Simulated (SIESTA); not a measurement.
PbSe (Clausthalite):

```xyz
2
Lattice="0.0000 3.0606 3.0606 3.0606 0.0000 3.0606 3.0606 3.0606 0.0000" Properties=species:S:1:pos:R:3 pbc="T T T"
Pb    0.0000    0.0000    0.0000
Se    3.0606    3.0606    3.0606
```

- Program: SIESTA 5.4.2
- Task: relaxation of cell and atoms
- Functional: PBE
- Potentials or basis: PseudoDojo 0.4 standard (PBE files)
- Basis: DZP (energy shift 0.002 Ry)
- Grid cutoff: 500 Ry
- Energy shift: 0.002 Ry
- k mesh: 8 × 8 × 8
- Occupations: fermi-dirac, width 0.05 eV
- Spin: no spin polarisation

At the start: pressure 4.1 GPa; volume 28.67 Å³/atom.

Where does the relaxation end?

Over 3 steps the energy falls by 27.1 meV/atom and the volume is 30.98 Å³/atom (+8.0 %); space group Fm-3m (No. 225, to 0.05 Å).

The path:
```
step  energy change (eV)  largest force (eV/Å)  pressure (GPa)  volume (Å³)
   1              0.0000                0.0000            4.12        57.34
   2             -0.0209                0.0000            3.23        58.25
   3             -0.0541                0.0000            0.02        61.95
```

Final structure:
```
CELL_PARAMETERS angstrom
0.00123 3.14117 3.14117
3.14117 0.00123 3.14117
3.14117 3.14117 0.00123
ATOMIC_POSITIONS crystal
Pb 0.00000 0.00000 0.00000
Se 0.50000 0.50000 0.50000
```

Caveat: semicore shells carry a single zeta, which can move pressures by several GPa and volumes by a few percent; the basis of atomic orbitals isn't converged, which shifts pressures, moduli and gaps.
